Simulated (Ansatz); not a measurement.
Ansatz input

```yaml
crystal:
  lattice:
    - [4.5965929422, 0.0, 0.0]
    - [-2.2982964711, 3.9807662588, 0.0]
    - [0.0, 0.0, 7.5429549817]
  atoms:
    - { symbol: Ba, position: [0.3333333333, 0.6666666667, 0.25] }
    - { symbol: Ba, position: [0.6666666667, 0.3333333333, 0.75] }
hamiltonian:
  xc: rpbe
  pseudopotentials:
    kind: paw
    azcp:
      Ba: "pseudopotentials/Ba.paw.azcp"
basis:
  ecutwfc: 420
  fft_grid_basis: typed
kpoints:
  mp_grid: { grid: [13, 13, 7], shift: [0, 0, 0] }
magnetization:
  spin_polarized: false
scf:
  occupations: { method: fermi_dirac, width: 0.1 }
```

and its output:

```
Engine: ansatz 0.2.0, aarch64-unknown-linux-gnu
Pseudopotentials: kind: paw
Pseudopotential: Ba, paw, valence charge 10, recommended cutoff 420 eV (normal) 
Functional definition: RPBE
  parameter kappa = 0.804
  parameter beta = 0.06672455060314922
  exchange = rpbe_x(kappa = kappa, mu = beta*pi^2/3)
  correlation = pbe_c(beta = beta)
Crystal: 2 atoms, lattice volume = 138.021 Å³
Basis set: ecut = 420 eV, 2743 PW (Γ)
Bands: 14, of which v1, the nominal top of the filled ones, is band 10 counted from 1 (9 counted from 0)
Symmetry: 24 space group operations
Space group: P63/mmc (ITA 194), of the structure as read, at distance tolerance 5.2e-5 Å
k-points: 84 of 1183
Non-local potential: Ba, projectors of the file, l = 0: 3, l = 1: 2, l = 2: 2, l = 3: 2
PAW form: soft (Blöchl's): semilocal exchange-correlation on the pseudo side does not see the compensation charge
PAW frozen core: Ba, regenerated for the run's functional, and the local potential with it (the file was generated under x = pbe(κ = 0.804, μ = 0.2195149727645171), c = pbe(β = 0.06672455060314922))
PAW one-centre angular grid: Ba, 194 points (default); XC on 64 Gauss nodes
Initial density: superposition of atomic densities (neutral atoms: chi_scale 0, normalization atom), corrected by the library's trained network
Initial wavefunctions: pseudopotential atomic-orbital guess
Functional: x = rpbe, c = pbe(β = 0.06672455060314922)
SCF iter   1: F=—  HF=-11918.433210 eV  |F-HF|=—  |Δ(HF+E_count)|=         —  Δρ=1.79e-3  dr2=1.10e-2  ethr=1.77e-3  ⟨swp⟩=7.7  Hψ=18489  notcnv=0
automatic band count: the SCF goes on with 18 bands, as 14 were too few: the levels above may hold too much charge
SCF iter   2: F=—  HF=-11918.433987 eV  |F-HF|=—  |Δ(HF+E_count)|=   7.78e-4  Δρ=1.30e-3  dr2=6.25e-3  ethr=5.48e-5  ⟨swp⟩=1.3  Hψ=2293  notcnv=0
SCF iter   3: F=—  HF=-11918.434039 eV  |F-HF|=—  |Δ(HF+E_count)|=   5.24e-5  Δρ=4.06e-4  dr2=7.17e-4  ethr=3.13e-5  ⟨swp⟩=1.0  Hψ=1512  notcnv=0
SCF iter   4: F=—  HF=-11918.433970 eV  |F-HF|=—  |Δ(HF+E_count)|=   6.95e-5  Δρ=8.38e-5  dr2=8.89e-6  ethr=3.58e-6  ⟨swp⟩=2.0  Hψ=1756  notcnv=0
SCF iter   5: F=—  HF=-11918.433977 eV  |F-HF|=—  |Δ(HF+E_count)|=   6.86e-6  Δρ=1.80e-5  dr2=2.09e-7  ethr=4.45e-8  ⟨swp⟩=2.2  Hψ=2336  notcnv=0
SCF iter   6: F=-11918.433977 eV  HF=-11918.433977 eV  |F-HF|=1.56e-8  |Δ(HF+E_count)|=   2.35e-7  Δρ=3.20e-6  dr2=1.74e-8  ethr=5.00e-10  ⟨swp⟩=3.0  Hψ=2892  notcnv=0
SCF 1 converged in 6 iterations: F = -11918.433977 eV  dr2 = 1.74e-8
SCF converged after 6 iterations
Free energy (F): -11918.433977 eV
Harris-Foulkes:  -11918.433977 eV  (|F-HF|=1.56e-8)
Internal energy: -11918.312969 eV  (E = F + TS)
E sigma→0 (E₀):  -11918.373473 eV
Entropy (-TS):   -0.121008 eV (-60.504 meV/atom)
Fermi energy:    5.314093 eV
--- Per-component energies (eV) ---
  E_band       = -183.610875
  E_kinetic    = 332.190181
  E_local      = -799.906310  (includes V_loc(G=0)·N_el)
  E_nonlocal   = 112.714263
  E_hartree    = 253.942056
  E_xc         = -333.411133
  E_vxc        = -266.346269  (∫ρ·V_xc dr)
  E_paw        = -10469.825387  (= ΣΔE_a)
  E_vpaw       = -70.147093  (= ΣTr[D̂ρ^β])
  E_aug_tail   = -0.000003  (compensation charges beyond the density's cutoff)
  E_ewald      = -1013.916742
  E_core_change = -0.099895  (= ΣΔE_core)
  E_smearing   = -0.121008  (= −TS)
  E_closure    = 0.000000  (closes the sum)
  Σ components = -11918.433977   (vs F -11918.433977, Δ=0.00e0)
```
